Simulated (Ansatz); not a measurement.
# Y16H: the cost of one run

Program: Ansatz 0.2.0. Level of theory: DFT PBE, plane waves, PAW, scalar-relativistic, no spin polarisation. These are calculated values, not measurements.

### Step 1. The structure to begin with

The cell holds 17 atoms (HY16): a = 7.300 Å, b = 6.322 Å, c = 11.468 Å, α = 90.00°, β = 90.00°, γ = 90.00°.

The coordinates stand in the first input below.

### Step 2. Preparing the start

input.yaml

```yaml
crystal:
  lattice:
    - [-3.65, -6.321985, 0.0]
    - [5.475, -3.160993, 0.0]
    - [0.0, 0.0, 11.4683]
  atoms:
    - { symbol: "Y", position: [0.75, 0.5, 0.0] }
    - { symbol: "Y", position: [0.5, 0.3333333, 0.25] }
    - { symbol: "Y", position: [0.75, 0.5, 0.5] }
    - { symbol: "Y", position: [0.5, 0.3333333, 0.75] }
    - { symbol: "Y", position: [0.5, 0.0, 0.0] }
    - { symbol: "Y", position: [0.25, 0.8333333, 0.25] }
    - { symbol: "Y", position: [0.5, 0.0, 0.5] }
    - { symbol: "Y", position: [0.25, 0.8333333, 0.75] }
    - { symbol: "Y", position: [0.25, 0.5, 0.0] }
    - { symbol: "Y", position: [0.0, 0.3333333, 0.25] }
    - { symbol: "Y", position: [0.25, 0.5, 0.5] }
    - { symbol: "Y", position: [0.0, 0.3333333, 0.75] }
    - { symbol: "Y", position: [0.0, 0.0, 0.0] }
    - { symbol: "Y", position: [0.75, 0.8333333, 0.25] }
    - { symbol: "Y", position: [0.0, 0.0, 0.5] }
    - { symbol: "Y", position: [0.75, 0.8333333, 0.75] }
    - { symbol: H, position: [0.7485121, 0.4888161, 0.695896] }
basis:
  ecutwfc: 420.0
kpoints:
  mp_grid: { grid: [2, 2, 1] }
hamiltonian:
  xc: pbe
scf:
  occupations: { method: fermi_dirac, width: 0.1 }
  lower_state_search: "off"
relax:
  f_tol: 0.08
  max_steps: 25
  adjacent_minimum: "off"
```

The run is started by

```console
$ ansatz run input.yaml --threads 2 --pin off --max-ram 5120MiB --backend cpu --events-out ev --progress --plain --runs-dir out
```

**Question.** How long does this run take on 2 threads of Intel Xeon Platinum 8488C (Sapphire Rapids), shared host, and how much memory does it need?

About 11 s, with a peak of 1 GiB.
